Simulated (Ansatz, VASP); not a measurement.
## ZnSe (Stilleite) in VASP and in Ansatz

```
Se Zn
1.0
     0.00000    2.83380    2.83380
     2.83380    0.00000    2.83380
     2.83380    2.83380    0.00000
Se Zn
1 1
Direct
  0.75000 0.75000 0.75000
  0.00000 0.00000 0.00000
```

Alike in both runs: task single point; functional PBE; k mesh 8 × 8 × 8; occupations gaussian, width 0.025 eV; no spin polarisation.

|  | VASP | Ansatz |
| --- | --- | --- |
| version | VASP 6.6.1 | Ansatz 0.2.0 |
| potentials or method | VASP PAW PBE potentials, release 64 (Se, Zn) | Ansatz PAW |
| plane-wave cutoff (eV) | 520 | 420 |
| valence electrons in the cell | 18 | 28 |

Ansatz gave:

- gap on the k mesh at the Fermi level (eV): 1.29
- least direct gap on the mesh (eV): 1.29
- pressure (GPa): 2.1

Question: What did VASP give for the same quantities?

Answer: gap on the k mesh at the Fermi level (eV): 1.29; least direct gap on the mesh (eV): 1.29; pressure (GPa): 2.3.

The functional is the same, so the differences come from potentials, cutoffs and numerics. The two sets of potentials don't hold the same shells in valence.

Expect the measured gap to be larger: semilocal functionals such as PBE lack the derivative discontinuity.
